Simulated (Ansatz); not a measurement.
α-phase Li₃N was calculated with PBEsol (Ansatz, a program for electronic structure, plane waves, PAW).

Numerical settings: plane-wave cutoff 520 eV, 12×12×10 k mesh (along the axes of the cell as run), Fermi–Dirac smearing 0.01 eV, scalar-relativistic PAW data made under PBE.

Shape and atoms are relaxed at each volume.

Pressure at four volumes; x = ln(V/10.830 Å³). One pressure is withheld.

| V (Å³/atom) | x | P (GPa) |
|---|---|---|
| 10.397 | -0.0408 | 2.41 |
| 10.830 | 0.0000 | 0.00 |
| 11.047 | 0.0198 | -1.04 |
| 11.263 | 0.0392 | ? |

**Question.** Pass a parabola P(x) through the three rows shown, estimate the bulk modulus and its pressure derivative near zero pressure, and predict the withheld pressure.

**Answer.** Slopes between the rows: (0.00 − (2.41))/(0.0000 − (-0.0408)) = -59.07 and (-1.04 − (0.00))/(0.0198 − (0.0000)) = -52.53 GPa. Their difference over the span 0.0606 is c = 6.54/0.0606 = 107.9 GPa, so P(x) = 2.41 + (-59.07)(x − (-0.0408)) + 107.9 (x − (-0.0408))(x − (0.0000)). At the middle row B = −dP/dx = −[-59.07 + 107.9 × 0.0408] = 54.7 GPa, and B′ = dB/dP = 2c/B = 3.9. At x = 0.0392 the parabola gives -1.98 GPa; the run gives -1.99 GPa. The Birch–Murnaghan fit to the energies at all volumes has B0 = 54.6 GPa and B′ = 3.8.
